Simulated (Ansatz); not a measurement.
## Nb: pressure and energy less free atoms as volume scale varies

Results calculated with Ansatz 0.2.0, not measured. Periodic Kohn-Sham DFT of a crystal at fixed atoms, scaled to volume_scale times the given cell; pressure positive in compression, energy less spherical unpolarised free atoms, largest_vzz the field gradient of largest size among the nuclei.

The cell before it is scaled or strained (space group Fm-3m, No. 225):
```
cell vectors (Å)
   0.0000     2.1150     2.1150
   2.1150     0.0000     2.1150
   2.1150     2.1150     0.0000
atoms (fractions of the cell vectors)
Nb  0.00000  0.00000  0.00000
```

Settings of every row: method all-electron LAPW; functional PBEsol; relativity scalar; k mesh 13x13x13; filling fermi-dirac; smearing width 0.08 eV; basis error target 0.25 meV/atom; nucleus gaussian.

Atom start moment: 0 on all atoms.

```
row  volume scale  V (Å³/atom)  pressure (GPa)  energy less free atoms (eV/atom)
  1          0.94       17.786           3.853                          -10.5633
  2          0.95       17.976           1.889                          -10.5667
  3          0.96       18.165           0.015                          -10.5678
  4          0.98       18.543          -3.476                          -10.5637
  5          0.99       18.733            -5.1                          -10.5586
  6             1       18.922               ?                                 ?
  7          1.01       19.111          -8.122                          -10.5429
  8          1.02         19.3          -9.525                          -10.5325
  9          1.04       19.679         -12.135                          -10.5069
 10          1.05       19.868         -13.345                          -10.4918
 11          1.06       20.057         -14.497                          -10.4754
```

Question: what pressure and energy less free atoms should row 6 give?

Worked fit of pressure. Take u = (V_r/V)^(2/3) − 1 with V_r = 18.922 Å³ an atom, which is twice the finite (Eulerian) strain; such expansions in the strain, on which the Birch-Murnaghan equation of state is built, carry the rest volume and the bulk modulus. The shown rows have u = 0.04214, 0.03478, 0.02759, 0.01358, 0.00671, -0.0066, -0.0131, -0.02581, -0.032, -0.03809. Least squares give pressure = −6.648 + 226.57 × u + 539.05 × u² GPa; a straight line predicts inner rows, each left out in turn, worse (root mean square 0.3 against 0.0039 GPa). The rows lie off it by -0.004, 0.005, 0.002, -0.004, 0.003, -0.002, -0.001, 0.002, 0.001, -0.001 (root mean square 0.0028 GPa). The pressure vanishes at u = 0.0275, or V = 18.17 Å³ an atom, and there the bulk modulus at fixed shape and fractions is B = −V dP/dV = (2/3)(1 + u) dP/du = 176 GPa. The withheld row has u = 0, so the fit gives −6.648 + 226.57 × (0) + 539.05 × (0)² = -6.648 GPa.

The calculation gave -6.647 GPa. The fit lies 0.001 GPa (0.0054 % of the column's range) below it, one unit of the last digit.

Worked fit of energy less free atoms. Take u = (V_r/V)^(2/3) − 1 with V_r = 18.922 Å³ an atom, which is twice the finite (Eulerian) strain; such expansions in the strain, on which the Birch-Murnaghan equation of state is built, carry the rest volume and the bulk modulus. The shown rows have u = 0.04214, 0.03478, 0.02759, 0.01358, 0.00671, -0.0066, -0.0131, -0.02581, -0.032, -0.03809. Least squares give energy less free atoms = −10.55164 − 1.1813 × u + 21.5 × u² eV/atom; a straight line predicts inner rows, each left out in turn, worse (root mean square 0.012 against 4.8e-05 eV/atom). The rows lie off it by -0.0001, 0.0000, 0.0001, 0.0000, 0.0000, 0.0000, 0.0000, -0.0001, 0.0000, 0.0001. Its lowest point lies at u = 0.0275, or V = 18.17 Å³ an atom, and the curvature there gives the bulk modulus at fixed shape and fractions, B = (4/9)(1 + u)² E″(u)/V = 178 GPa. The withheld row has u = 0, so the fit gives −10.55164 − 1.1813 × (0) + 21.5 × (0)² = -10.5516 eV/atom.

The calculation gave -10.5516 eV/atom. The fit meets it to the printed digit.
